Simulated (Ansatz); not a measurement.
The parent structure is LaAlO3 (space group R-3c, No. 167; a = 5.367 Å, c = 13.108 Å (hexagonal axes)).

The values are results of plane-wave PAW DFT at the r2SCAN level (Ansatz, a first-principles code, 500 eV), no spin-orbit coupling, earlier PAW set, not measurements.

Before the change:

| Property | Result |
|---|---|
| Band gap | 4.38 eV |
| Density | 6.52 g/cm³ |
| Width of the top valence band | 0.53 eV |

It is then changed as follows: a hydrostatic pressure of 9 GPa.

Estimate the effect on the band gap, density and width of the top valence band.

The band gap drops by 0.067 eV to 4.32 eV; the density rises by 0.27 g/cm³ (6.52 g/cm³ → 6.79 g/cm³); the width of the top valence band grows by 0.03 eV (0.53 eV → 0.56 eV).

Load acts through the strain it causes; cell and atoms are relaxed under it. Whether these cells are dynamically stable was not tested. No other phases were tried under pressure.
